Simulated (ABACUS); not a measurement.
# SiC (Moissanite) (P6_3mc) in ABACUS: single point with r2SCAN

Aim: the single point of SiC (Moissanite) with r2SCAN.

All numbers are computed with ABACUS 3.10.1; they aren't measurements. Logs are shortened: lines on timing, memory, paths and dates and some standing lists are left out, and cuts for length are marked.

## (1) The crystal as given

It takes space group P6_3mc (No. 186, hexagonal). The conventional cell has a = 3.076 Å, b = 3.076 Å, c = 5.048 Å, α = 90.00°, β = 90.00°, γ = 120.00°. Si (site symmetry 3m) has 4 C at 1.87 to 1.94 Å as nearest neighbours. C (site symmetry 3m) has 4 Si at 1.87 to 1.94 Å as nearest neighbours.

## (2) Single point, r2SCAN

Input file INPUT:

```
INPUT_PARAMETERS
suffix              SiC
calculation         scf
basis_type          lcao
pseudo_dir          ./
orbital_dir         ./
latname             hexagonal
symmetry            1
dft_functional      MGGA_X_R2SCAN+MGGA_C_R2SCAN
ecutwfc             100
pseudo_rcut         10
nspin               1
nbands              18
ks_solver           genelpa
smearing_method     fd
smearing_sigma      0.00367493
scf_thr             1e-07
scf_nmax            100
mixing_type         broyden
mixing_beta         0.7
cal_force           1
cal_stress          1
mixing_tau          1
out_mul             1
out_chg             1
```

Input file STRU:

```
ATOMIC_SPECIES
Si 28.0850 Si_ONCV_PBE-1.2.upf
C 12.0110 C_ONCV_PBE-1.2.upf

NUMERICAL_ORBITAL
Si_confined-atom_7au_2s2p1d.orb
C_confined-atom_6au_2s2p1d.orb

LATTICE_CONSTANT
5.8127975593

LATTICE_PARAMETERS
1.6410923277

ATOMIC_POSITIONS
Direct

Si
0.0
2
0.6666666667 0.3333333333 0.5000000000 1 1 1
0.3333333333 0.6666666667 0.0000000000 1 1 1

C
0.0
2
0.6666666667 0.3333333333 0.8850000000 1 1 1
0.3333333333 0.6666666667 0.3850000000 1 1 1
```

Input file KPT:

```
K_POINTS
0
Gamma
7 7 4 0 0 0
```

Potentials or basis: SG15 ONCV 1.2 PBE, DZP LCAO (the cutoffs set its grid).

On the command line:

```bash
$ OMP_NUM_THREADS=1 mpirun -np 4 abacus > log
```

running log:

```text
ABACUS v3.10.1

               Atomic-orbital Based Ab-initio Computation at UStc

 ------------------------------------------------------------------------------------

 READING GENERAL INFORMATION
                           global_out_dir = OUT.SiC/
                           global_in_card = INPUT
                               pseudo_dir = ./
                              orbital_dir = ./
                                    DSIZE = 4
                                    GSIZE = 1

 READING UNITCELL INFORMATION
                                    ntype = 2
                  lattice constant (Bohr) = 5.8128
              lattice constant (Angstrom) = 3.076

 READING ATOM TYPE 1
                               atom label = Si
                      L=0, number of zeta = 2
                      L=1, number of zeta = 2
                      L=2, number of zeta = 1
             number of atom for this type = 2

 READING ATOM TYPE 2
                               atom label = C
                      L=0, number of zeta = 2
                      L=1, number of zeta = 2
                      L=2, number of zeta = 1
             number of atom for this type = 2

                        TOTAL ATOM NUMBER = 4
DIRECT COORDINATES
    atom                   x                   y                   z     mag                  vx                  vy                  vz
taud_Si1            0.6666666667        0.3333333333        0.5000000000  0.0000        0.0000000000        0.0000000000        0.0000000000
taud_Si2            0.3333333333        0.6666666667        0.0000000000  0.0000        0.0000000000        0.0000000000        0.0000000000
taud_C1            0.6666666667        0.3333333333        0.8850000000  0.0000        0.0000000000        0.0000000000        0.0000000000
taud_C2            0.3333333333        0.6666666667        0.3850000000  0.0000        0.0000000000        0.0000000000        0.0000000000

                          Volume (Bohr^3) = 279.138
                             Volume (A^3) = 41.364

 Lattice vectors: (Cartesian coordinate: in unit of a_0)
                   +1                  +0                  +0
                 -0.5           +0.866025                  +0
                   +0                  +0            +1.64109
 Reciprocal vectors: (Cartesian coordinate: in unit of 2 pi/a_0)
                   +1            +0.57735                  -0
                   -0             +1.1547                  -0
                   +0                  -0            +0.60935
 The esolver type has been set to : ksdft_lcao

                PAO radial cut off (Bohr) = 10

 Read in pseudopotential file is Si_ONCV_PBE-1.2.upf
                     pseudopotential type = NC
          exchange-correlation functional = PBE
                 nonlocal core correction = 0
                        valence electrons = 4
                                     lmax = 1
                           number of zeta = 0
                     number of projectors = 4
                           L of projector = 0
                           L of projector = 0
                           L of projector = 1
                           L of projector = 1
 XC functional updated to : MGGA_X_R2SCAN+MGGA_C_R2SCAN
          exchange-correlation functional = MGGA_X_R2SCAN+MGGA_C_R2SCAN
                PAO radial cut off (Bohr) = 10

 Read in pseudopotential file is C_ONCV_PBE-1.2.upf
                     pseudopotential type = NC
          exchange-correlation functional = PBE
                 nonlocal core correction = 0
                        valence electrons = 4
                                     lmax = 1
                           number of zeta = 0
                     number of projectors = 4
                           L of projector = 0
                           L of projector = 0
                           L of projector = 1
                           L of projector = 1
 XC functional updated to : MGGA_X_R2SCAN+MGGA_C_R2SCAN
          exchange-correlation functional = MGGA_X_R2SCAN+MGGA_C_R2SCAN
     initial pseudo atomic orbital number = 0

 SETUP THE ELECTRONS NUMBER
            electron number of element Si = 4
      total electron number of element Si = 8
             electron number of element C = 4
       total electron number of element C = 8
            AUTOSET number of electrons:  = 16
                           occupied bands = 8
                                   NLOCAL = 52
                                   NBANDS = 18
                                   NBANDS = 18
                                   NLOCAL = 52

 SETUP THE PLANE WAVE BASIS
 energy cutoff for charge/potential (unit:Ry) = 400
            fft grid for charge/potential = [ 40, 40, 64 ]
                        fft grid division = [ 5, 5, 4 ]
        big fft grid for charge/potential = [ 8, 8, 16 ]
                                     nbxx = 256
                                     nrxx = 25600
[... 77 lines left out ...]
                     BRAVAIS LATTICE NAME = 04. Hexagonal cell
                                    ibrav = 4
                       right hand lattice = 1
(for k-lattice: )
                             BRAVAIS TYPE = 4
                     BRAVAIS LATTICE NAME = 04. Hexagonal cell
                                    ibrav = 4
                       right hand lattice = 1
                        ROTATION MATRICES = 24
                               nkstot_ibz = 24
K-POINTS REDUCTION ACCORDING TO SYMMETRY
     IBZ    DIRECT_X    DIRECT_Y    DIRECT_Z  WEIGHT  ibz2bz
       1  0.00000000  0.00000000  0.00000000  0.0051       0
       2 -0.14285714  0.14285714  0.00000000  0.0306       1
       3 -0.28571429  0.28571429  0.00000000  0.0306       2
       4 -0.42857143  0.42857143  0.00000000  0.0306       3
       5 -0.14285714  0.28571429  0.00000000  0.0306       8
       6 -0.28571429  0.42857143  0.00000000  0.0612       9
[... 16 lines left out ...]
      23  0.42857143  0.42857143  0.50000000  0.0306     108
      24  0.42857143  0.28571429  0.50000000  0.0306     114

                               nkstot now = 24
[... K-POINTS DIRECT COORDINATES: 24 rows ...]

           k-point number in this process = 24
       minimum distributed K point number = 24
[... stars of the k points ...]

[... K-POINTS CARTESIAN COORDINATES: 24 rows ...]

[... K-POINTS DIRECT COORDINATES: 24 rows ...]

 SETUP PLANE WAVES FOR WAVE FUNCTIONS
     energy cutoff for wavefunc (unit:Ry) = 100
              fft grid for wave functions = [ 40, 40, 64 ]
                    number of plane waves = 6267
                         number of sticks = 283

 PARALLEL PW FOR WAVE FUNCTIONS
     PROC   COLUMNS(POT)             PW
        1             71           1567
        2             71           1567
        3             70           1566
        4             71           1567
 --------------- sum -------------------
        4            283           6267

 SET NONLOCAL PSEUDOPOTENTIAL PROJECTORS
 SET NONLOCAL PSEUDOPOTENTIAL PROJECTORS
 max number of nonlocal projetors among all species is 4

 -------------------------------------------
 SELF-CONSISTENT
 -------------------------------------------

 SETUP SEARCHING RADIUS FOR PROGRAM TO SEARCH ADJACENT ATOMS
                  longest orb rcut (Bohr) = 7
   longest nonlocal projector rcut (Bohr) = 3.64
                     search radius (Bohr) = 21.3
              searching radius is (Bohr)) = 21.3
         searching radius unit is (Bohr)) = 5.81
                         PeriodicBoundary = 1
                        Radius(unit:lat0) = 3.66
                                   glayer = [ 6, 6, 4 ]
                             glayer_minus = [ 5, 5, 3 ]

Find the coordinate range of the input atom(unit:lat0).
                                  min_tau = [ -7.5, -4.04, -4.92 ]
                                  max_tau = [ 8, 4.91, 6.38 ]
                                BoxNumber = [ 11, 11, 7 ]

 SETUP EXTENDED REAL SPACE GRID FOR GRID INTEGRATION
                          real space grid = [ 40, 40, 64 ]
                 big cell numbers in grid = [ 8, 8, 16 ]
             meshcell numbers in big cell = [ 5, 5, 4 ]
                        extended fft grid = [ 12, 12, 12 ]
                dimension of extened grid = [ 33, 33, 41 ]
                            UnitCellTotal = 75
              Atom number in sub-FFT-grid = 4
    Local orbitals number in sub-FFT-grid = 52
                                ParaV.nnr = 65746
                                 init_chg = atomic

 LCAO ALGORITHM --------------- ION=   1  ELEC=   1--------------------------------

 Density error is 0.248233315866
----------------------------------------------------------
     Energy           Rydberg                 eV
----------------------------------------------------------
 E_KohnSham     -38.3703749799       -522.0557341228
 E_Harris       -36.1532832400       -491.8906534718
 E_Fermi        0.6640015107         9.0342040264
----------------------------------------------------------
[... 80 lines left out ...]
 Density error is 5.03069521274e-08
----------------------------------------------------------
     Energy           Rydberg                 eV
----------------------------------------------------------
 E_KohnSham     -38.5521265171       -524.5285906500
 E_KS(sigma->0) -38.5521265171       -524.5285906500
 E_Harris       -38.5521265911       -524.5285916557
 E_band         3.6849959211         50.1369416331
 E_one_elec     10.6489330004        144.8861664254
 E_Hartree      4.7470926493         64.5875089645
 E_xc           -12.1589629616       -165.4311780485
 E_Ewald        -41.7891892052       -568.5710879913
 E_entropy(-TS) -0.0000000000        -0.0000000000
 E_descf        0.0000000000         0.0000000000
 E_exx          0.0000000000         0.0000000000
 E_Fermi        0.8006265932         10.8930836380
----------------------------------------------------------

 charge density convergence is achieved
 final etot is -524.52859065 eV
 EFERMI = 10.893083638 eV

 STATE ENERGY(eV) AND OCCUPATIONS    NSPIN == 1
 1/24 kpoint (Cartesian) = 0.0000 0.0000 0.0000 (1184 pws)
       1       -6.92435      0.0102041
       2       -3.40097      0.0102041
       3       0.610827      0.0102041
       4        8.05898      0.0102041
       5        8.05898      0.0102041
       6        9.45218      0.0102041
[... 98 lines left out ...]
       5        4.15177       0.122449
       6        5.23718       0.122449
[... 10 lines left out ...]
      17        23.7367        0.00000
      18        24.0731        0.00000

[... levels at 18 further k points ...]

 correction force for each atom along direction 1 is -0.00622245
 correction force for each atom along direction 2 is 0.00486725
 correction force for each atom along direction 3 is -0.000102992
------------------------------------------------------------------------------------------
 TOTAL-FORCE (eV/Angstrom)
------------------------------------------------------------------------------------------
                       Si1         0.0000000000         0.0000000000         0.8497299129
                       Si2         0.0000000000         0.0000000000         0.8497299129
                        C1         0.0000000000         0.0000000000        -0.8497299129
                        C2         0.0000000000         0.0000000000        -0.8497299129
------------------------------------------------------------------------------------------

----------------------------------------------------------------
 TOTAL-STRESS (KBAR)
----------------------------------------------------------------
        80.2634960023        -0.0000000000         0.0000000000
         0.0000000000        80.2634960023         0.0000000000
         0.0000000000         0.0000000000        30.1504863241
----------------------------------------------------------------
 TOTAL-PRESSURE: 63.559159 KBAR

 --------------------------------------------
 !FINAL_ETOT_IS -524.5285906499934754 eV
 --------------------------------------------
```

Wall time 19 s (4 MPI ranks of Intel Xeon Platinum 8375C at 2.90GHz (Ice Lake), shared host); peak memory 0.4 GiB.

What came out:

```yaml
Free_energy: -524.5286 eV
Pressure: 6.4 GPa
Largest_force: 0.850 eV/Å
Band_gap_on_the_k_mesh: 2.98 eV, indirect (least direct gap 4.58 eV)
Mulliken_charges: Si +0.26, +0.27; C -0.27, -0.26 e
```

Forces on the atoms (eV/Å):
```
Si   0.000  0.000  0.850
Si   0.000  0.000  0.850
C    0.000  0.000 -0.850
C    0.000  0.000 -0.850
```

Stress tensor (GPa, compression positive):
```
8.03 0.00 0.00
0.00 8.03 0.00
0.00 0.00 3.02
```

Caveat: the atomic orbitals were generated for these runs and aren't a published set; Mulliken charges move with the basis; the potentials were made for another functional, which shifts forces and pressure; an odd mesh through Γ misses points on the zone boundary, where band edges often lie; the basis of atomic orbitals isn't converged, which shifts pressures, moduli and gaps.
